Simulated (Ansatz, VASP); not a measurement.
# Mg in VASP and in Ansatz

Contents of INCAR:

```
SYSTEM = Mg
PREC = Accurate ; ENCUT = 520
EDIFF = 1E-6 ; ISMEAR = 1
SIGMA = 0.025 ; LREAL = .FALSE.
LASPH = .TRUE. ; NELM = 80
ALGO = Normal ; ISIF = 2
LWAVE = .FALSE. ; LCHARG = .TRUE.
GGA = PE ; LELF = .TRUE.
LVHAR = .TRUE. ; NBANDS = 7
```

KPOINTS

```
regular mesh
0
G
  10 10 10
  0 0 0
```

POSCAR

```
Mg
1.0
    0.0000000000      2.2882721944      2.2882721944
    2.2882721944      0.0000000000      2.2882721944
    2.2882721944      2.2882721944      0.0000000000
Mg
1
Direct
    0.0000000000      0.0000000000      0.0000000000
```

Contents of input.yaml:

```yaml
crystal:
  lattice:
    - [0.0, 2.2882721944, 2.2882721944]
    - [2.2882721944, 0.0, 2.2882721944]
    - [2.2882721944, 2.2882721944, 0.0]
  atoms:
    - { symbol: Mg, position: [0.0, 0.0, 0.0] }
kpoints:
  mp_grid: { grid: [10, 10, 10] }
scf:
  occupations: { method: cold, width: 0.025 }
hamiltonian:
  xc: pbe
  pseudopotentials:
    kind: all_electron
    lapw: { basis_error: 0.001 }
    relativity: none
output:
  forces: true
  stress: true
  eigenvalues: true
```

Change from the starting cell: volume scaled by 1.06.

Alike in both runs: task single point; functional PBE; k mesh 10 × 10 × 10; no spin polarisation.

|  | VASP | Ansatz |
| --- | --- | --- |
| version | VASP 6.6.1 | Ansatz 0.2.0 |
| potentials or method | VASP PAW PBE potentials, release 64 (Mg) | all-electron LAPW, non-relativistic |
| plane-wave cutoff (eV) | 520 | see its input |
| occupations | methfessel-paxton of order 1, width 0.025 eV | cold, width 0.025 eV |

|  | VASP | Ansatz | Ansatz less VASP |
| --- | --- | --- | --- |
| gap on the k mesh at the Fermi level (eV) | none | none | - |
| pressure (GPa) | -1.3 | -1.2 | +0.14 |

A gap of «none» marks a metal or a gap that the smearing closes. Ansatz ran all-electron here, so the differences hold the error of VASP's frozen core and of both bases.
